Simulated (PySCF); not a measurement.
## C3H6O: calculation against experiment

**The experiment to reproduce.**

NIST CCCBDB Release 22 (SRD 101), experimental polarizabilities lists, for the gas: mean polarisability 6.35 Å³.

The results are set against them at the end.

Compound: C₃H₆O.
Numbering: `[CH3:1][CH2:2][CH:3]=[O:4]` (hydrogens: H5, H6, H7 on C1; H8, H9 on C2; H10 on C3)

Geometry (GFN2-xTB, Å), atoms numbered from 1 in this order:
```
atom  x, y, z in Å
C1    -1.0562    0.5094   -0.0932
C2     0.0211   -0.5616   -0.1863
C3     1.3565   -0.0844    0.3048
O4     1.6000    1.0094    0.7267
H5    -2.0082    0.1281   -0.4529
H6    -0.7764    1.3753   -0.6875
H7    -1.1730    0.8331    0.9377
H8    -0.2508   -1.4428    0.4020
H9     0.1507   -0.8987   -1.2189
H10    2.1453   -0.8632    0.2451
```

The PySCF runs (gas phase, on this GFN2-xTB geometry; no spin–orbit coupling):

| level | job | basis functions | wall time |
| --- | --- | --- | --- |
| CAM-B3LYP/def2-SVPD | 8 singlets by full TDDFT, 3 Tamm–Dancoff triplets, polarisability | 131 | 10 s |

Hardware: one thread of an Arm Neoverse V1, no GPU, on a shared host.

Results beside the measurements:

**Mean polarisability.** Measured: 6.35 Å³ (NIST CCCBDB Release 22 (SRD 101), experimental polarizabilities).

```csv
level,computed (Å³),computed − measured (Å³),% (from the printed values)
CAM-B3LYP/def2-SVPD,6.02,-0.33,-5
```

The computed values are static and purely electronic, with core orbitals frozen in the response (1 au = 0.148185 Å³). The table of measured values doesn't say here whether a value is static or optical, or holds a vibrational part. The measurement averages over conformers, the calculation has one.

No measured geometry was used, and the causes of the misses weren't examined.
